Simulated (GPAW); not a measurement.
The system is GaP.

```
CELL_PARAMETERS angstrom
0.00000 2.72525 2.72525
2.72525 0.00000 2.72525
2.72525 2.72525 0.00000
ATOMIC_POSITIONS crystal
Ga 0.00000 0.00000 0.00000
P 0.75000 0.75000 0.75000
```

```yaml
Program: GPAW 26.7.0
Task: single point
Functional: PBEsol
Potentials_or_basis: PAW data sets generated in the run's folder for this functional
Cutoff: 600 eV
Basis: pw
k_mesh: 8 × 8 × 8
Occupations: fermi-dirac, width 0.05 eV
Spin: no spin polarisation
```

On this cell: pressure 1.5 GPa; largest force zero by symmetry; band gap on the k mesh 1.53 eV, indirect (least direct gap 1.81 eV).

The same run follows on a disturbed copy (atoms moved at random, drawn with an rms of 0.05 Å):

```
CELL_PARAMETERS angstrom
0.00000 2.72525 2.72525
2.72525 0.00000 2.72525
2.72525 2.72525 0.00000
ATOMIC_POSITIONS crystal
Ga 0.99861 0.98428 0.01741
P 0.74762 0.74713 0.75281
```

What changes?

The energy moves by +8.0 meV/atom; pressure 1.7 GPa; largest force 0.604 eV/Å; band gap on the k mesh 1.32 eV, indirect (least direct gap 1.66 eV).

Forces in eV/Å, atoms in the order of the input:
```
Ga  -0.101 -0.472  0.363
P    0.101  0.472 -0.363
```

Stress tensor (GPa, compression positive):
```
 1.71  1.20 -1.57
 1.20  1.62 -0.32
-1.57 -0.32  1.66
```

A k mesh can miss the band edges.
